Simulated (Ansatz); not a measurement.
# SiC: further runs on the relaxed cell

One table from this session's results is given with a row withheld; the runs are named, their logs left out.

Computed with Ansatz 0.2.0 (DFT r2SCAN, scalar-relativistic, plane waves, PAW, unless a step's input says otherwise).

2 further runs of the same task are left out: 2 set aside as unsound or not needed.

**The structure to begin with**

The structure is hexagonal, space group P6_3mc (No. 186). Conventional cell: a = 3.075 Å, b = 3.075 Å, c = 5.048 Å, α = 90.00°, β = 90.00°, γ = 120.00°. Si (site symmetry 3m) has 4 C at 1.88 to 1.90 Å as nearest neighbours. Around C (site symmetry 3m) lie 4 Si at 1.88 to 1.90 Å.

Structure file:

```
Si C
1.0
     3.07520    0.00000    0.00000
    -1.53760    2.66320    0.00000
     0.00000    0.00000    5.04817
Si C
2 2
Direct
  0.33333 0.66667 0.00460
  0.66667 0.33333 0.50460
  0.33333 0.66667 0.38040
  0.66667 0.33333 0.88040
```

It is the result of an earlier relaxation at this level (volume 10.34 Å³/atom; gap on the mesh: 2.65 eV).

The first run:

input.yaml

```yaml
crystal:
  lattice:
    - [3.044130305, 0.0, 0.0]
    - [-1.5220651525, 2.6362941765, 0.0]
    - [0.0, 0.0, 4.9971717901]
  atoms:
    - { symbol: Si, position: [0.3333333333, 0.6666666667, 0.0046028827] }
    - { symbol: Si, position: [0.6666666667, 0.3333333333, 0.5046028827] }
    - { symbol: C, position: [0.3333333333, 0.6666666667, 0.3803971173] }
    - { symbol: C, position: [0.6666666667, 0.3333333333, 0.8803971173] }
basis:
  ecutwfc: 500
kpoints:
  mp_grid: { grid: [12, 12, 6] }
hamiltonian:
  xc: r2scan
scf:
  occupations: { method: gaussian, width: 0.02 }
output:
  forces: true
  stress: true
  eigenvalues: true
relax:
  adjacent_minimum: "off"
  f_tol: 0.01
  max_steps: 30
  cell: { stress_tol: 0.1, fix: [volume] }
```

Launch:

```
ansatz run input.yaml --threads 1 --pin off --max-ram 2560MiB --backend cpu --events-out ev --progress --plain --runs-dir out
```

Steps of the session up to this table: Volume × 0.97; Volume × 1.03; The cell scaled to 0.94 of its volume; The cell scaled to 1.06 of its volume; Volume × 0.91; The cell scaled to 1.10 of its volume; Volume × 0.88.

One table of the session follows, with a row left open; its other results are not shown here.

It belongs to the step «Equation of state». 

```
volume (Å³/atom)  energy above the lowest point (meV/atom)  pressure (GPa)  gap on the mesh (eV)
           9.096                                     130.2           37.23                  2.46
           9.406                                      69.5           25.79                  2.51
           9.716                                      29.3           15.91                  2.56
          10.026                                         ?               ?                     ?
          10.336                                       0.0            0.02                  2.65
          10.646                                       6.3           -6.34                  2.69
          10.956                                      24.0          -11.83                  2.73
          11.370                                      62.7          -17.99                  2.78
```

Estimate the missing values for volume (Å³/atom) = 10.026.

Worked estimate for «energy above the lowest point (meV/atom)». A straight line through the neighbours (9.716, 29.3) and (10.336, 0.0) gives 29.3 + (0.0 − 29.3) × (10.026 − 9.716) / (10.336 − 9.716) = 14.7; a parabola fitted to 4 rows on both sides gives 6.9.

The run gave: energy above the lowest point (meV/atom): 7.0; pressure (GPa): 7.39; gap on the mesh (eV): 2.61. In «energy above the lowest point (meV/atom)» the line misses by +7.7 and the parabola by -0.1.
